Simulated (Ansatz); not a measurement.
# Sc: the cost of one run

Program: Ansatz 0.2.0. Level of theory: DFT r2SCAN, scalar-relativistic, plane waves, PAW. These are calculated values, not measurements.

1 further run of the same task is left out (set aside as unsound or not needed).

### Step 1. The structure to begin with

Symmetry: Fm-3m, No. 225, cubic system. The conventional cell has a = 4.110 Å, b = 4.110 Å, c = 4.110 Å, α = 90.00°, β = 90.00°, γ = 90.00°. Around Ti (site symmetry m-3m) lie 12 Ti at 2.91 Å.

As a file:

```xyz
1
Lattice="0.0000 2.0552 2.0552 2.0552 0.0000 2.0552 2.0552 2.0552 0.0000" Properties=species:S:1:pos:R:3 pbc="T T T"
Ti    0.0000    0.0000    0.0000
```

It is the result of an earlier relaxation at this level (volume 17.36 Å³/atom; gap on the mesh: none (metal)).

### Step 2. Ti → Sc: the starting cell

The start of Sc: fractional positions of relaxed Ti, cell scaled by 1.043, a guess from tabulated radii.

### Step 3. Probe: one point at the start (Sc)

input.yaml reads:

```yaml
crystal:
  lattice:
    - [0.0, 2.1435527388, 2.1435527388]
    - [2.1435527388, 0.0, 2.1435527388]
    - [2.1435527388, 2.1435527388, 0.0]
  atoms:
    - { symbol: Sc, position: [0.0, 0.0, 0.0] }
basis:
  ecutwfc: 500
kpoints:
  mp_grid: { grid: [8, 8, 8] }
hamiltonian:
  xc: r2scan
scf:
  occupations: { method: gaussian, width: 0.1 }
output:
  forces: true
  stress: true
  eigenvalues: true
```

Run with:

```bash
ansatz run input.yaml --threads 1 --pin off --max-ram 2560MiB --backend cpu --events-out ev --progress --plain --runs-dir out
```

**Question.** How long does this run take on 1 thread of Oxide Virtual Turin-like (Zen 5), shared host, and how much memory does it need?

About 1.4 s, with a peak of 0.37 GiB.
